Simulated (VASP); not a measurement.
# ZnCu (Pm-3m) in VASP: a series of runs

The runs below take ZnCu through single point, with PBE.

All numbers are computed with VASP 6.6.1; they aren't measurements. Logs are shortened: lines on timing, memory, paths and dates and some standing lists are left out, and cuts for length are marked.

## (1) The structure

It takes space group Pm-3m (No. 221, cubic). The conventional cell has a = 2.963 Å, b = 2.963 Å, c = 2.963 Å, α = 90.00°, β = 90.00°, γ = 90.00°. Around Zn (site symmetry m-3m) lie 8 Cu at 2.57 Å. Cu (site symmetry m-3m) is surrounded by 8 Zn at 2.57 Å.

## (2) Single point, PBE

Contents of INCAR:

```
PREC     = Accurate       # precision mode
ENCUT    = 520            # plane-wave cutoff, eV
EDIFF    = 1E-7           # SCF threshold, eV
ISMEAR   = 0              # smearing method
SIGMA    = 0.15           # smearing width, eV
LREAL    = F              # projectors in reciprocal space
LASPH    = T              # aspherical terms in the spheres
NELM     = 80             # most SCF steps
ALGO     = Normal         # electronic algorithm
ISIF     = 2              # what is computed and relaxed
LWAVE    = F              # write WAVECAR
LCHARG   = T              # write CHGCAR
GGA      = PE             # functional
LELF     = T              # ELF
LVHAR    = T            
NBANDS   = 18             # bands
```

Contents of KPOINTS:

```
Automatic mesh
0
Gamma
  16 16 16
```

Contents of POSCAR:

```
ZnCu
1.0
    2.9626309844      0.0000000000      0.0000000000
    0.0000000000      2.9626309844      0.0000000000
    0.0000000000      0.0000000000      2.9626309844
Zn Cu
1 1
Direct
    0.5000000000      0.5000000000      0.5000000000
    0.0000000000      0.0000000000      0.0000000000
```

Potentials or basis: VASP PAW PBE potentials, release 64 (Zn, Cu).

Launch:

```
$ cat potpaw_PBE.64/Zn/POTCAR potpaw_PBE.64/Cu/POTCAR > POTCAR
$ mpirun -np 1 vasp_std > vasp.out
```

OUTCAR:

```text
PREC = Accurate
   ENCUT = 520
   EDIFF = 1E-7
   ISMEAR = 0
   LREAL = F
   LASPH = T
   NELM = 80
   ISIF = 2
   GGA = PE

 ion  position               nearest neighbor table
   1  0.500  0.500  0.500-   2 2.57   2 2.57   2 2.57   2 2.57   2 2.57   2 2.57   2 2.57   2 2.57

   2  0.000  0.000  0.000-   1 2.57   1 2.57   1 2.57   1 2.57   1 2.57   1 2.57   1 2.57   1 2.57

  LATTYP: Found a simple cubic cell.
 ALAT       =     2.9626309844

  Lattice vectors:

 A1 = (   2.9626309844,   0.0000000000,   0.0000000000)
 A2 = (   0.0000000000,   2.9626309844,   0.0000000000)
 A3 = (   0.0000000000,   0.0000000000,   2.9626309844)

Analysis of symmetry for initial positions (statically):
=====================================================================
 Subroutine PRICEL returns:
 Original cell was already a primitive cell.

 Routine SETGRP: Setting up the symmetry group for a
 simple cubic supercell.

 Subroutine GETGRP returns: Found 48 space group operations
 (whereof 48 operations were pure point group operations)
 out of a pool of 48 trial point group operations.

The static configuration has the point symmetry O_h .

Analysis of symmetry for dynamics (positions and initial velocities):
=====================================================================
 Subroutine PRICEL returns:
 Original cell was already a primitive cell.

 Routine SETGRP: Setting up the symmetry group for a
 simple cubic supercell.

 Subroutine GETGRP returns: Found 48 space group operations
 (whereof 48 operations were pure point group operations)
 out of a pool of 48 trial point group operations.

The dynamic configuration has the point symmetry O_h .

 Subroutine INISYM returns: Found 48 space group operations
 (whereof 48 operations are pure point group operations),
 and found     1 'primitive' translations

----------------------------------------------------------------------------------------

                                     Primitive cell

  volume of cell :      26.0036

  direct lattice vectors                    reciprocal lattice vectors
     2.962630984  0.000000000  0.000000000     0.337537819  0.000000000  0.000000000
     0.000000000  2.962630984  0.000000000     0.000000000  0.337537819  0.000000000
[... 82 lines left out ...]
   LASPH  =      T    aspherical Exc in radial PAW
   ENCUT  =  520.0 eV  38.22 Ry    6.18 a.u.   5.51  5.51  5.51*2*pi/ulx,y,z
   NELM   =     80;   NELMIN=  2; NELMDL= -5     # of ELM steps
   EDIFF  = 0.1E-06   stopping-criterion for ELM
   LREAL  =      F    real-space projection
   EDIFFG = 0.1E-05   stopping-criterion for IOM
   NSW    =      0    number of steps for IOM
   IBRION =     -1    ionic relax: 0-MD 1-quasi-New 2-CG
   NFREE  =      0    steps in history (QN), initial steepest desc. (CG)
   ISIF   =      2    stress and relaxation
   ISYM   =      2    0-nonsym 1-usesym 2-fastsym
   POTIM  = 0.5000    time-step for ionic-motion
   TEBEG  =    0.0;   TEEND  =   0.0 temperature during run
   PSTRESS=    0.0 pullay stress
   NELECT =      23.0000    total number of electrons
   NUPDOWN=      -1.0000    fix difference up-down
   EMIN   =  10.00;   EMAX   =-10.00  energy-range for DOS
   EFERMI =   0.00;   METHOD = LEGACY
   ISMEAR =     0;   SIGMA  =   0.15  broadening in eV -4-tet -1-fermi 0-gaus
   EFERMI_NEDOS =   21; number of points for ismear=-14 and -15
   IALGO  =     38    algorithm
   IMIX   =      4    mixing-type and parameters
     AMIX     =   0.40;   BMIX     =  1.00
     AMIX_MAG =   1.60;   BMIX_MAG =  1.00
  volume/ion in A,a.u.               =      13.00        87.74
  Fermi-wavevector in a.u.,A,eV,Ry     =   1.571472  2.969651 33.599902  2.469523
  Thomas-Fermi vector in A             =   2.673051
   LORBIT       =      0    0 simple, 1 ext, 2 COOP (PROOUT), +10 PAW based schemes
   GGA     = PE    functional components
   LHFCALC =     F    Hartree Fock is set to
   AEXX    =    0.0000 exact exchange contribution
   IVDW    =     0    specifies the selected vdW correction
   LEPSILON=     F    determine dielectric tensor
   LRPA    =     F    only Hartree local field effects (RPA)
 non-spin polarized calculation
 Gauss-broadening in eV      SIGMA  =   0.15
  energy-cutoff  :      520.00
  volume of cell :       26.00
 maximum number of plane-waves:       739
 NGX is ok and might be reduce to    24
   NGX = 11   NGY = 11   NGZ = 11

 number of electron      23.0000018 magnetization

 Free energy of the ion-electron system (eV)
  ---------------------------------------------------
  ext. energy  EPLUGINS =         0.00000000
  ---------------------------------------------------
  free energy    TOTEN  =        -5.01485368 eV

  energy without entropy =       -5.00804740  energy(sigma->0) =       -5.01145054

 E-fermi :   5.3626     XC(G=0): -12.3020

 val. band max:        5.3597688454   @ k =   0.4375   0.4375   0.3125
 cond. band min:       5.3754284761   @ k =   0.3750   0.2500   0.1875
 fundamental gap:      0.0156596306
 Fermi energy:         5.3625676896

 k-point     1 :       0.0000    0.0000    0.0000
  band No.  band energies     occupation
      1      -4.8283      2.00000
      2      -2.4190      2.00000
      3      -2.4190      2.00000
      4      -1.7527      2.00000
      5      -1.7527      2.00000
      6      -1.7527      2.00000
[... 481 lines left out ...]
      5      -1.7261      2.00000
      6      -0.2400      2.00000
[... 10 lines left out ...]
     17      19.2484      0.00000
     18      20.0912      0.00000

 [... further k-points ...]

------------------------ aborting loop because EDIFF is reached ----------------------------------------

  FORCE on cell =-STRESS in cart. coord.  units (eV):
  Direction    XX          YY          ZZ          XY          YZ          ZX
  --------------------------------------------------------------------------------------
  -------------------------------------------------------------------------------------
  Total        0.1094687      0.1094687      0.1094687      0.0000000      0.0000000      0.0000000
  in kB        6.7447825      6.7447825      6.7447825      0.0000000      0.0000000      0.0000000
  external PRESSURE =       6.7447825 kB  Pullay stress =       0.0000000 kB

 VOLUME and BASIS-vectors are now :
 -----------------------------------------------------------------------------
  energy-cutoff  :      520.00
  volume of cell :       26.00
      direct lattice vectors                 reciprocal lattice vectors
     2.962630984  0.000000000  0.000000000     0.337537819  0.000000000  0.000000000
     0.000000000  2.962630984  0.000000000     0.000000000  0.337537819  0.000000000
     0.000000000  0.000000000  2.962630984     0.000000000  0.000000000  0.337537819

 POSITION                                       TOTAL-FORCE (eV/Angst)
 -----------------------------------------------------------------------------------
      1.48132      1.48132      1.48132         0.000000      0.000000      0.000000
      0.00000      0.00000      0.00000         0.000000      0.000000      0.000000
 -----------------------------------------------------------------------------------
    total drift:                                0.000000      0.000000     -0.000000

  FREE ENERGIE OF THE ION-ELECTRON SYSTEM (eV)
  ---------------------------------------------------
  free  energy   TOTEN  =        -5.0148536820 eV

  energy  without entropy=       -5.0080473957  energy(sigma->0) =       -5.01145054
```

OSZICAR:

```text
N       E                     dE             d eps       ncg     rms          rms(c)
DAV:   1     0.116656988429E+03    0.11666E+03   -0.11341E+04  6286   0.212E+03
DAV:   2    -0.117969641664E+01   -0.11784E+03   -0.11292E+03  5962   0.302E+02
DAV:   3    -0.604031518063E+01   -0.48606E+01   -0.48056E+01  6638   0.760E+01
DAV:   4    -0.608071953815E+01   -0.40404E-01   -0.40390E-01  6766   0.647E+00
DAV:   5    -0.608128336567E+01   -0.56383E-03   -0.56381E-03  6668   0.784E-01    0.939E+00
DAV:   6    -0.596787321544E+01    0.11341E+00   -0.14606E+01  6348   0.902E+01    0.610E+00
DAV:   7    -0.502452988635E+01    0.94334E+00   -0.31718E+00  6414   0.856E+01    0.217E+00
DAV:   8    -0.502327499080E+01    0.12549E-02   -0.13252E-01  8168   0.480E+00    0.119E+00
DAV:   9    -0.501486529124E+01    0.84097E-02   -0.11608E-02  6624   0.237E+00    0.560E-02
DAV:  10    -0.501486574357E+01   -0.45233E-06   -0.73838E-04  9058   0.554E-01    0.494E-02
DAV:  11    -0.501485545426E+01    0.10289E-04   -0.10533E-04  6908   0.292E-01    0.913E-03
DAV:  12    -0.501485384952E+01    0.16047E-05   -0.88255E-06  7624   0.629E-02    0.770E-04
DAV:  13    -0.501485363079E+01    0.21873E-06   -0.27650E-07  5986   0.611E-03    0.106E-03
DAV:  14    -0.501485368197E+01   -0.51180E-07   -0.12963E-08  3232   0.257E-03
   1 F= -.50148537E+01 E0= -.50114505E+01  d E =-.680629E-02
```

It took 38 s on 1 thread of Intel Xeon Platinum 8488C (Sapphire Rapids), shared host; peak memory 0.2 GiB.

Results:

| Property | Result |
| --- | --- |
| Free energy | -5.0149 eV |
| Pressure | 0.7 GPa |
| Band gap on the k mesh | none (metal or under the smearing width) |

## (3) Single point, PBE

This run uses another cell than the first one, of 12.77 Å³/atom, 0.982 times its volume.

Contents of INCAR:

```
PREC = Accurate
ENCUT = 520
EDIFF = 1E-6
ISMEAR = 0
SIGMA = 0.1
LREAL = F
LASPH = T
NELM = 60
ALGO = Fast
ISIF = 2
LWAVE = F
LCHARG = F
GGA = PE
NBANDS = 18
```

Contents of KPOINTS:

```
Automatic mesh
0
Gamma
  6 6 6
```

Contents of POSCAR:

```
ZnCu
1.0
    2.9450000000      0.0000000000      0.0000000000
    0.0000000000      2.9450000000      0.0000000000
    0.0000000000      0.0000000000      2.9450000000
Zn Cu
1 1
Direct
    0.5000000000      0.5000000000      0.5000000000
    0.0000000000      0.0000000000      0.0000000000
```

Potentials or basis: VASP PAW PBE potentials, release 64 (Zn, Cu).

Launch:

```
$ cat potpaw_PBE.64/Zn/POTCAR potpaw_PBE.64/Cu/POTCAR > POTCAR
$ mpirun -np 1 vasp_std > vasp.out
```

OUTCAR:

```text
PREC = Accurate
   ENCUT = 520
   EDIFF = 1E-6
   ISMEAR = 0
   LREAL = F
   LASPH = T
   NELM = 60
   ISIF = 2
   GGA = PE

 ion  position               nearest neighbor table
   1  0.500  0.500  0.500-   2 2.55   2 2.55   2 2.55   2 2.55   2 2.55   2 2.55   2 2.55   2 2.55

   2  0.000  0.000  0.000-   1 2.55   1 2.55   1 2.55   1 2.55   1 2.55   1 2.55   1 2.55   1 2.55

  LATTYP: Found a simple cubic cell.
 ALAT       =     2.9450000000

  Lattice vectors:

 A1 = (   2.9450000000,   0.0000000000,   0.0000000000)
 A2 = (   0.0000000000,   2.9450000000,   0.0000000000)
 A3 = (   0.0000000000,   0.0000000000,   2.9450000000)

Analysis of symmetry for initial positions (statically):
=====================================================================
 Subroutine PRICEL returns:
 Original cell was already a primitive cell.

 Routine SETGRP: Setting up the symmetry group for a
 simple cubic supercell.

 Subroutine GETGRP returns: Found 48 space group operations
 (whereof 48 operations were pure point group operations)
 out of a pool of 48 trial point group operations.

[... 156 lines left out ...]
  free energy    TOTEN  =        -4.92682238 eV

  energy without entropy =       -4.91993557  energy(sigma->0) =       -4.92337897

 E-fermi :   5.5144     XC(G=0): -12.4020

 val. band max:        5.4489916852   @ k =   0.5000   0.3333   0.3333
 cond. band min:       5.5344932584   @ k =   0.3333   0.3333   0.0000
 fundamental gap:      0.0855015732
 Fermi energy:         5.5143513231

 k-point     1 :       0.0000    0.0000    0.0000
  band No.  band energies     occupation
      1      -4.7961      2.00000
      2      -2.2967      2.00000
      3      -2.2967      2.00000
      4      -1.5995      2.00000
      5      -1.5995      2.00000
      6      -1.5995      2.00000
[... 397 lines left out ...]
      5      -1.3005      2.00000
      6       1.2334      2.00000
[... 10 lines left out ...]
     17      10.0508      0.00000
     18      11.7002      0.00000

------------------------ aborting loop because EDIFF is reached ----------------------------------------

  FORCE on cell =-STRESS in cart. coord.  units (eV):
  Direction    XX          YY          ZZ          XY          YZ          ZX
  --------------------------------------------------------------------------------------
  -------------------------------------------------------------------------------------
  Total        0.5902311      0.5902311      0.5902311      0.0000000      0.0000000     -0.0000000
  in kB       37.0234398     37.0234398     37.0234398      0.0000000      0.0000000     -0.0000000
  external PRESSURE =      37.0234398 kB  Pullay stress =       0.0000000 kB

 VOLUME and BASIS-vectors are now :
 -----------------------------------------------------------------------------
  energy-cutoff  :      520.00
  volume of cell :       25.54
      direct lattice vectors                 reciprocal lattice vectors
     2.945000000  0.000000000  0.000000000     0.339558574  0.000000000  0.000000000
     0.000000000  2.945000000  0.000000000     0.000000000  0.339558574  0.000000000
     0.000000000  0.000000000  2.945000000     0.000000000  0.000000000  0.339558574

 POSITION                                       TOTAL-FORCE (eV/Angst)
 -----------------------------------------------------------------------------------
      1.47250      1.47250      1.47250         0.000000      0.000000      0.000000
      0.00000      0.00000      0.00000         0.000000      0.000000      0.000000
 -----------------------------------------------------------------------------------
    total drift:                                0.000000      0.000000     -0.000000

  FREE ENERGIE OF THE ION-ELECTRON SYSTEM (eV)
  ---------------------------------------------------
  free  energy   TOTEN  =        -4.9268223775 eV

  energy  without entropy=       -4.9199355706  energy(sigma->0) =       -4.92337897
```

OSZICAR:

```text
N       E                     dE             d eps       ncg     rms          rms(c)
DAV:   1     0.115835566358E+03    0.11584E+03   -0.11513E+04   792   0.212E+03
DAV:   2    -0.130233279732E+01   -0.11714E+03   -0.11247E+03   720   0.300E+02
DAV:   3    -0.601157471077E+01   -0.47092E+01   -0.46827E+01   840   0.757E+01
DAV:   4    -0.604727163391E+01   -0.35697E-01   -0.35688E-01   848   0.606E+00
DAV:   5    -0.604774424345E+01   -0.47261E-03   -0.47260E-03   794   0.712E-01    0.970E+00
RMM:   6    -0.593350047891E+01    0.11424E+00   -0.91230E+00   822   0.477E+01    0.683E+00
RMM:   7    -0.493573933282E+01    0.99776E+00   -0.23340E+00   808   0.234E+01    0.249E+00
RMM:   8    -0.493193929944E+01    0.38000E-02   -0.25389E-02   828   0.252E+00    0.110E+00
RMM:   9    -0.492771427177E+01    0.42250E-02   -0.10465E-02   819   0.165E+00    0.271E-01
RMM:  10    -0.492674164035E+01    0.97263E-03   -0.57049E-03   856   0.977E-01    0.870E-02
RMM:  11    -0.492679047971E+01   -0.48839E-04   -0.99199E-04   902   0.396E-01    0.225E-02
RMM:  12    -0.492682617753E+01   -0.35698E-04   -0.29235E-04   889   0.176E-01    0.391E-02
RMM:  13    -0.492683206417E+01   -0.58866E-05   -0.19838E-04   854   0.214E-01    0.335E-02
RMM:  14    -0.492681990238E+01    0.12162E-04   -0.62013E-05   778   0.873E-02    0.498E-03
RMM:  15    -0.492682218951E+01   -0.22871E-05   -0.23512E-05   771   0.392E-02    0.157E-03
RMM:  16    -0.492682237747E+01   -0.18796E-06   -0.18151E-06   632   0.148E-02
   1 F= -.49268224E+01 E0= -.49233790E+01  d E =-.688681E-02
```

It took 11 s on 1 thread of Intel Xeon Platinum 8488C (Sapphire Rapids), shared host; peak memory 0.13 GiB.

Results:

* Free energy: -4.9268 eV
* Pressure: 3.7 GPa
* Band gap on the k mesh: none (metal or under the smearing width)

Levels at points of the mesh, in eV from the Fermi level:
```tsv
k point	band 7	band 8	band 9	band 10	band 11	band 12	band 13	band 14	band 15	band 16
(0.00, 0.00, 0.00)	-3.57	-3.57	-2.73	-2.73	-2.73	6.26	6.26	6.26	11.28	11.28
(0.50, 0.00, 0.00)	-5.13	-3.69	-3.27	-3.27	-2.80	-2.00	11.74	11.74	12.37	12.37
(0.50, 0.50, 0.00)	-3.37	-2.88	-2.88	-2.50	-1.86	-1.86	1.78	2.13	13.97	15.55
(0.50, 0.50, 0.50)	-4.28	-4.28	-2.48	-2.48	3.89	4.37	4.37	4.37	4.54	4.54
```
